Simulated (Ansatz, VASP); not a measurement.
One calculation of La2O3, two programs

```
CELL_PARAMETERS angstrom
6.37027 0.00000 0.00000
-3.18514 5.51682 0.00000
0.00000 0.00000 3.28989
ATOMIC_POSITIONS crystal
La 0.66667 0.33333 0.49810
La 0.33333 0.66667 0.50190
O 0.50461 0.00000 0.00000
O 0.00000 0.50461 0.00000
O 0.49539 0.49539 0.00000
```

The cell comes from a database or a generator and needn't be the stable form of this composition.

Alike in both runs: task single point; functional PBE; k mesh 5 × 5 × 8; occupations fermi-dirac, width 0.05 eV; no spin polarisation.

```csv
,VASP,Ansatz
version,VASP 6.6.1,Ansatz 0.2.0
potentials or method,"VASP PAW PBE potentials, release 64 (La, O)",Ansatz PAW
plane-wave cutoff (eV),520,420
valence electrons in the cell,40,40
```

VASP gave:

```
gap on the k mesh at the Fermi level (eV)       : 1.64
least direct gap on the mesh (eV)               : 2.08
pressure (GPa)                                  : -0.3
largest component of the traceless stress (GPa) : 0.20
rms of the force components (eV/Å)              : 0.017
```

**Question.** Which values does Ansatz return?

**Answer.** gap on the k mesh at the Fermi level (eV): 1.63; least direct gap on the mesh (eV): 2.08; pressure (GPa): -0.1; largest component of the traceless stress (GPa): 0.16; rms of the force components (eV/Å): 0.017.

Atom by atom the forces differ by 0.001 eV/Å (rms over components).

Caveats: spin-orbit coupling is left out, which moves the levels of the heavy elements; an odd mesh through Γ misses points on the zone boundary, where band edges often lie (VASP); odd divisions of the mesh miss points on the zone boundary, where band edges often lie, so the gap on the mesh can be too wide (Ansatz); the pressure holds a Pulay correction of +0.3 GPa for the finite cutoff (Ansatz). As with any semilocal functional, this PBE gap is likely too small.
